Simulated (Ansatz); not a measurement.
**Equation of state of ZrC under revPBE**

The structure is cubic, space group Fm-3m (No. 225). Conventional cell: a = 4.730 Å, b = 4.730 Å, c = 4.730 Å, α = 90.00°, β = 90.00°, γ = 90.00°. Zr (site symmetry m-3m) is surrounded by 6 C at 2.37 Å. C (site symmetry m-3m) has 6 Zr at 2.37 Å as nearest neighbours.

The cell was scaled at fixed shape and fractions and run with Ansatz, Ansatz PAW, cutoff 420 eV; revPBE, k mesh 10 × 10 × 10 on the cell of 2 atoms, fermi-dirac occupations of 0.05 eV, no spin polarisation, no spin-orbit coupling. The potentials were made for PBE. Energies are those that the program minimises, any entropy of the smearing included. For a metal such a mesh isn't converged to the digits shown.

| V (Å³/atom) | energy over the lowest row (meV/atom) |
| --- | --- |
| 12.4343 | 32.41 |
| 12.6989 | ? |
| 12.9634 | 2.73 |
| 13.2280 | 0.00 |
| 13.4925 | 4.29 |
| 13.7571 | 14.94 |
| 14.0217 | 31.34 |

Task: Fit the third-order Birch-Murnaghan form, give V0, B0 and B′, and predict the energy left open.

Result: With y = (V0/V)^(2/3), E = E0 + (9 V0 B0/16) [(y - 1)³ B′ + (y - 1)² (6 - 4y)]. Least squares through the rows shown give V0 = 13.1944 Å³/atom, E0 = -0.06 meV, B0 = 215.0 GPa (1 eV/Å³ = 160.218 GPa) and B′ = 4.07, with a largest miss of 0.01 meV. At V = 12.6989 the form with these constants gives 13.26 meV; the run gave 13.26 meV an atom. Measured volume: 12.96 Å³/atom (a printed reference work), so the fit lies +1.8 % from it. The runs are for a static lattice.
